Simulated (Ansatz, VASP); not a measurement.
# HfN in VASP and in Ansatz

The input INCAR:

```
SYSTEM = HfN
PREC = Accurate
ENCUT = 520
EDIFF = 1E-7
ISMEAR = 0
SIGMA = 0.1
LREAL = .FALSE.
LASPH = .TRUE.
NELM = 60
ALGO = Normal
ISIF = 2
LWAVE = .FALSE.
LCHARG = .TRUE.
GGA = PE
LELF = .TRUE.
LVHAR = .TRUE.
NBANDS = 14
```

The input KPOINTS:

```
regular mesh
0
G
  16 16 16
  0 0 0
```

POSCAR

```
HfN
1.0
    0.0000000000      2.2035232131      2.2035232131
    2.2035232131      0.0000000000      2.2035232131
    2.2035232131      2.2035232131      0.0000000000
Hf N
1 1
Direct
    0.0000000000      0.0000000000      0.0000000000
    0.5000000000      0.5000000000      0.5000000000
```

Input for Ansatz:

```yaml
crystal:
  lattice:
    - [0.0, 2.2035232131, 2.2035232131]
    - [2.2035232131, 0.0, 2.2035232131]
    - [2.2035232131, 2.2035232131, 0.0]
  atoms:
    - { symbol: Hf, position: [0.0, 0.0, 0.0] }
    - { symbol: "N", position: [0.5, 0.5, 0.5] }
basis:
  ecutwfc: 420
kpoints:
  mp_grid: { grid: [16, 16, 16] }
hamiltonian:
  xc: pbe
scf:
  occupations: { method: gaussian, width: 0.1 }
output:
  forces: true
  stress: true
  eigenvalues: true
```

Alike in both runs: task single point; functional PBE; k mesh 16 × 16 × 16; occupations gaussian, width 0.1 eV; no spin polarisation.

```csv
,VASP,Ansatz
version,VASP 6.6.1,Ansatz 0.2.0
potentials or method,"VASP PAW PBE potentials, release 64 (Hf_pv, N)","scalar-relativistic, plane waves, PAW"
plane-wave cutoff (eV),520,420
valence electrons in the cell,15,31
```

Ansatz gave:

* gap on the k mesh at the Fermi level (eV): none
* pressure (GPa): 30.4

What did VASP give for the same quantities?

gap on the k mesh at the Fermi level (eV): none; pressure (GPa): 27.8.

A gap of «none» marks a metal or a gap that the smearing closes. The two sets of potentials don't hold the same shells in valence.

Caveats: so large a pressure means that the cell lies far from this level's equilibrium, or that cutoff or potentials fall short (VASP). Spin-orbit coupling is left out, which matters for the levels of Hf.
